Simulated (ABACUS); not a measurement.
# Al (P-1) in ABACUS: notebook

Runs on Al. Level: PBE. Tasks: single point.

Program: ABACUS 3.10.1. These are calculated values, not measurements. Logs are shortened: lines on timing, memory, paths and dates and some standing lists are left out, and cuts for length are marked.

### 1 The cell of the first run

The typed cell holds 2 atoms: a = 2.881 Å, b = 2.742 Å, c = 4.189 Å, α = 95.60°, β = 75.65°, γ = 109.95°.

This isn't the form of Al at room conditions, which is fcc.

### 2 Single point, PBE

Contents of INPUT:

```
INPUT_PARAMETERS
suffix              Al
calculation         scf
basis_type          lcao
pseudo_dir          ./
orbital_dir         ./
symmetry            1
dft_functional      pbe
ecutwfc             100
pseudo_rcut         10
nspin               1
nbands              7
ks_solver           genelpa
smearing_method     fd
smearing_sigma      0.00367493
scf_thr             1e-07
scf_nmax            100
mixing_type         broyden
mixing_beta         0.7
cal_force           1
cal_stress          1
out_mul             1
out_chg             1
out_pot             2
out_elf             1
```

Contents of STRU:

```
ATOMIC_SPECIES
Al 26.9815 Al.upf

NUMERICAL_ORBITAL
Al_confined-atom_8au_2s2p1d.orb

LATTICE_CONSTANT
1.8897261246

LATTICE_VECTORS
-1.4063174600 1.8857434000 1.6638188300
1.5025265500 -1.6837595700 1.5580441000
2.6055416700 3.2662006400 0.2981929100

ATOMIC_POSITIONS
Direct

Al
0.0
2
0.0063271800 0.0046127300 0.0070204900 1 1 1
0.4936728200 0.4953872700 0.4929795100 1 1 1
```

Contents of KPT:

```
K_POINTS
0
Gamma
10 10 7 0 0 0
```

Potentials or basis: PseudoDojo NC SR 0.4.1 PBE standard, DZP LCAO (the cutoffs set its grid).

Command:

```console
$ OMP_NUM_THREADS=1 mpirun -np 4 abacus > log
```

running log:

```text
ABACUS v3.10.1

               Atomic-orbital Based Ab-initio Computation at UStc

 ------------------------------------------------------------------------------------

 READING GENERAL INFORMATION
                           global_out_dir = OUT.Al/
                           global_in_card = INPUT
                               pseudo_dir = ./
                              orbital_dir = ./
                                    DSIZE = 4
                                    GSIZE = 1

 READING UNITCELL INFORMATION
                                    ntype = 1
                  lattice constant (Bohr) = 1.88973
              lattice constant (Angstrom) = 1

 READING ATOM TYPE 1
                               atom label = Al
                      L=0, number of zeta = 2
                      L=1, number of zeta = 2
                      L=2, number of zeta = 1
             number of atom for this type = 2

                        TOTAL ATOM NUMBER = 2
DIRECT COORDINATES
    atom                   x                   y                   z     mag                  vx                  vy                  vz
taud_Al1            0.0063271800        0.0046127300        0.0070204900  0.0000        0.0000000000        0.0000000000        0.0000000000
taud_Al2            0.4936728200        0.4953872700        0.4929795100  0.0000        0.0000000000        0.0000000000        0.0000000000

                          Volume (Bohr^3) = 203.379
                             Volume (A^3) = 30.1376

 Lattice vectors: (Cartesian coordinate: in unit of a_0)
             -1.40632            +1.88574            +1.66382
             +1.50253            -1.68376            +1.55804
             +2.60554             +3.2662           +0.298193
 Reciprocal vectors: (Cartesian coordinate: in unit of 2 pi/a_0)
            -0.185514           +0.119834           +0.308407
             +0.16166           -0.157759           +0.315442
            +0.190444           +0.155654          -0.0154451
 The esolver type has been set to : ksdft_lcao

                PAO radial cut off (Bohr) = 10

 Read in pseudopotential file is Al.upf
                     pseudopotential type = NC
          exchange-correlation functional = PBE
                 nonlocal core correction = 1
                        valence electrons = 3
                                     lmax = 2
                           number of zeta = 2
                     number of projectors = 6
                           L of projector = 0
                           L of projector = 0
                           L of projector = 1
                           L of projector = 1
                           L of projector = 2
                           L of projector = 2
     initial pseudo atomic orbital number = 8

 SETUP THE ELECTRONS NUMBER
            electron number of element Al = 3
      total electron number of element Al = 6
            AUTOSET number of electrons:  = 6
                           occupied bands = 3
                                   NLOCAL = 26
                                   NBANDS = 7
                                   NBANDS = 7
                                   NLOCAL = 26

 SETUP THE PLANE WAVE BASIS
 energy cutoff for charge/potential (unit:Ry) = 400
            fft grid for charge/potential = [ 36, 36, 54 ]
                        fft grid division = [ 4, 4, 2 ]
        big fft grid for charge/potential = [ 9, 9, 27 ]
                                     nbxx = 567
                                     nrxx = 18144

 SETUP PLANE WAVES FOR CHARGE/POTENTIAL
                    number of plane waves = 27517
                         number of sticks = 849

 PARALLEL PW FOR CHARGE/POTENTIAL
     PROC   COLUMNS(POT)             PW
        1            213           6880
        2            212           6879
        3            212           6879
        4            212           6879
 --------------- sum -------------------
        4            849          27517
                            number of |g| = 6222
                                  max |g| = 36.1754
                                  min |g| = 0.14389

----------- Double Check Mixing Parameters Begin ------------
mixing_type: broyden
mixing_beta: 0.7
mixing_gg0: 1
mixing_gg0_min: 0.1
mixing_ndim: 8
----------- Double Check Mixing Parameters End ------------

[... 37 lines left out ...]
                                       S4 = 0
                                       S6 = 0
               POINT GROUP IN SPACE GROUP = S_2

 SETUP K-POINTS
                                    nspin = 1
                   Input type of k points = Monkhorst-Pack(Gamma)
                                   nkstot = 700
                       right hand lattice = 1
(for reciprocal lattice: )
                             BRAVAIS TYPE = 14
                     BRAVAIS LATTICE NAME = 14. Triclinic cell
                                    ibrav = 14
                       right hand lattice = 1
(for k-lattice: )
                             BRAVAIS TYPE = 14
                     BRAVAIS LATTICE NAME = 14. Triclinic cell
                                    ibrav = 14
                       right hand lattice = 1
                        ROTATION MATRICES = 2
                               nkstot_ibz = 352
K-POINTS REDUCTION ACCORDING TO SYMMETRY
     IBZ    DIRECT_X    DIRECT_Y    DIRECT_Z  WEIGHT  ibz2bz
       1  0.00000000  0.00000000  0.00000000  0.0014       0
       2  0.10000000  0.00000000  0.00000000  0.0029       1
       3  0.20000000  0.00000000  0.00000000  0.0029       2
       4  0.30000000  0.00000000  0.00000000  0.0029       3
       5  0.40000000  0.00000000  0.00000000  0.0029       4
       6  0.50000000  0.00000000  0.00000000  0.0014       5
[... 22 lines left out ...]
      29  0.20000000  0.30000000  0.00000000  0.0029      32
      30  0.30000000  0.30000000  0.00000000  0.0029      33
[... 322 further k points ...]

                               nkstot now = 352
[... K-POINTS DIRECT COORDINATES: 352 rows ...]

           k-point number in this process = 352
       minimum distributed K point number = 352
[... stars of the k points ...]

[... K-POINTS CARTESIAN COORDINATES: 352 rows ...]

[... K-POINTS DIRECT COORDINATES: 352 rows ...]

 SETUP PLANE WAVES FOR WAVE FUNCTIONS
     energy cutoff for wavefunc (unit:Ry) = 100
              fft grid for wave functions = [ 36, 36, 54 ]
                    number of plane waves = 4639
                         number of sticks = 261

 PARALLEL PW FOR WAVE FUNCTIONS
     PROC   COLUMNS(POT)             PW
        1             65           1160
        2             65           1160
        3             66           1159
        4             65           1160
 --------------- sum -------------------
        4            261           4639

 SET NONLOCAL PSEUDOPOTENTIAL PROJECTORS
 max number of nonlocal projetors among all species is 6

 -------------------------------------------
 SELF-CONSISTENT
 -------------------------------------------

 SETUP SEARCHING RADIUS FOR PROGRAM TO SEARCH ADJACENT ATOMS
                  longest orb rcut (Bohr) = 8
   longest nonlocal projector rcut (Bohr) = 1.78
                     search radius (Bohr) = 19.6
              searching radius is (Bohr)) = 19.6
         searching radius unit is (Bohr)) = 1.89
                         PeriodicBoundary = 1
                        Radius(unit:lat0) = 10.4
                                   glayer = [ 5, 6, 4 ]
                             glayer_minus = [ 4, 5, 3 ]

Find the coordinate range of the input atom(unit:lat0).
                                  min_tau = [ -20.9, -25.7, -15.3 ]
                                  max_tau = [ 22.3, 27.5, 17.1 ]
                                BoxNumber = [ 9, 11, 7 ]

 SETUP EXTENDED REAL SPACE GRID FOR GRID INTEGRATION
                          real space grid = [ 36, 36, 54 ]
                 big cell numbers in grid = [ 9, 9, 27 ]
             meshcell numbers in big cell = [ 4, 4, 2 ]
                        extended fft grid = [ 15, 15, 29 ]
                dimension of extened grid = [ 40, 40, 86 ]
                            UnitCellTotal = 125
              Atom number in sub-FFT-grid = 2
    Local orbitals number in sub-FFT-grid = 26
                                ParaV.nnr = 18937
                                 init_chg = atomic

 LCAO ALGORITHM --------------- ION=   1  ELEC=   1--------------------------------

 Density error is 0.100044242951
----------------------------------------------------------
     Energy           Rydberg                 eV
----------------------------------------------------------
 E_KohnSham     -9.2228625886        -125.4834830759
 E_Harris       -9.1784984514        -124.8798780229
 E_Fermi        0.6509528146         8.8566674076
----------------------------------------------------------
[... 69 lines left out ...]
 Density error is 2.02829580939e-08
----------------------------------------------------------
     Energy           Rydberg                 eV
----------------------------------------------------------
 E_KohnSham     -9.2227310505        -125.4816934085
 E_KS(sigma->0) -9.2224547268        -125.4779338310
 E_Harris       -9.2227310576        -125.4816935053
 E_band         1.8532150978         25.2142849499
 E_one_elec     6.2688334624         85.2918549011
 E_Hartree      0.0292335690         0.3977431118
 E_xc           -4.4424565395        -60.4427220551
 E_Ewald        -11.0777888949       -150.7210502112
 E_entropy(-TS) -0.0005526475        -0.0075191550
 E_descf        0.0000000000         0.0000000000
 E_exx          0.0000000000         0.0000000000
 E_Fermi        0.6499436081         8.8429364494
----------------------------------------------------------

 charge density convergence is achieved
 final etot is -125.48169341 eV
 EFERMI = 8.8429364494 eV
The vacuum level is -5.1192218512 eV

 STATE ENERGY(eV) AND OCCUPATIONS    NSPIN == 1
 1/352 kpoint (Cartesian) = 0.0000 0.0000 0.0000 (862 pws)
       1       -2.86488     0.00285714
       2        5.12499     0.00285714
       3        6.60437     0.00285714
       4        16.5510    3.19368e-70
       5        16.6090    1.00258e-70
       6        18.7538    2.35193e-89
       7        18.8949        0.00000
[... 37 lines left out ...]
 6/352 kpoint (Cartesian) = -0.092757 0.059917 0.15420 (852 pws)
       1        2.29825     0.00285714
       2        2.30499     0.00285714
       3        7.68511     0.00285714
       4        7.94811     0.00285714
       5        13.8911    4.05245e-47
       6        13.9045    3.10027e-47
       7        16.6158    8.73846e-71

[... levels at 346 further k points ...]

 correction force for each atom along direction 1 is 3.56572e-15
 correction force for each atom along direction 2 is -1.56906e-15
 correction force for each atom along direction 3 is 1.39038e-15
------------------------------------------------------------------------------------------
 TOTAL-FORCE (eV/Angstrom)
------------------------------------------------------------------------------------------
                       Al1        -0.3556669989        -0.2745483920         0.1486683929
                       Al2         0.3556669989         0.2745483920        -0.1486683929
------------------------------------------------------------------------------------------

----------------------------------------------------------------
 TOTAL-STRESS (KBAR)
----------------------------------------------------------------
       144.4569118591        95.5413073265       -81.2629242770
        95.5413073265       198.0344567904      -103.3851573993
       -81.2629242770      -103.3851573993       131.8180273317
----------------------------------------------------------------
 TOTAL-PRESSURE: 158.103132 KBAR

 --------------------------------------------
 !FINAL_ETOT_IS -125.4816934084584688 eV
 --------------------------------------------
```

It took 7 s on 4 MPI ranks of INTEL XEON PLATINUM 8581C at 2.10GHz (Emerald Rapids), shared host; peak memory 0.4 GiB.

Results:

| Property | Result |
| --- | --- |
| Free energy | -125.4817 eV |
| Pressure | 15.8 GPa |
| Largest force | 0.473 eV/Å |
| Band gap on the k mesh | none (metal or under the smearing width) |

Forces on the atoms (eV/Å):
```
Al  -0.356 -0.275  0.149
Al   0.356  0.275 -0.149
```

Stress tensor (GPa, compression positive):
```
 14.45   9.55  -8.13
  9.55  19.80 -10.34
 -8.13 -10.34  13.18
```

Caveat: the atomic orbitals were generated for these runs and aren't a published set; so large a pressure means that the cell lies far from this level's equilibrium, or that cutoff or potentials fall short; the basis of atomic orbitals isn't converged, which shifts pressures, moduli and gaps.

[end of part 1 of 2]
